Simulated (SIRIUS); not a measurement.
The system is GaP.

```xyz
2
Lattice="0.0000 2.7252 2.7252 2.7252 0.0000 2.7252 2.7252 2.7252 0.0000" Properties=species:S:1:pos:R:3 pbc="T T T"
Ga    0.0000    0.0000    0.0000
P     4.0879    4.0879    4.0879
```

Base run:

| Quantity | Value |
| --- | --- |
| Program | SIRIUS 7.10.0 |
| Functional | PBEsol |
| Potentials or basis | PseudoDojo 0.4.1 PBE standard (scalar relativistic) |
| Cutoff | 1102 eV |
| Density cutoff | 4408 eV |
| k mesh | 8 × 8 × 8 |
| Occupations | fermi-dirac, width 0.05 eV |
| Spin | no spin polarisation |

Its results: band gap on the k mesh 1.50 eV; pressure -0.2 GPa.

Question: The run is repeated on the same cell with these changes: functional from PBEsol to LDA; libxc names from ["XC_GGA_X_PBE_SOL", "XC_GGA_C_PBE_SOL"] to ["XC_LDA_X", "XC_LDA_C_PW"]. What comes out?

Answer: Band gap on the k mesh 1.42 eV; pressure -2.4 GPa.

Caveats: the potentials were made for another functional, which shifts forces and pressure.

A k mesh can miss the band edges.
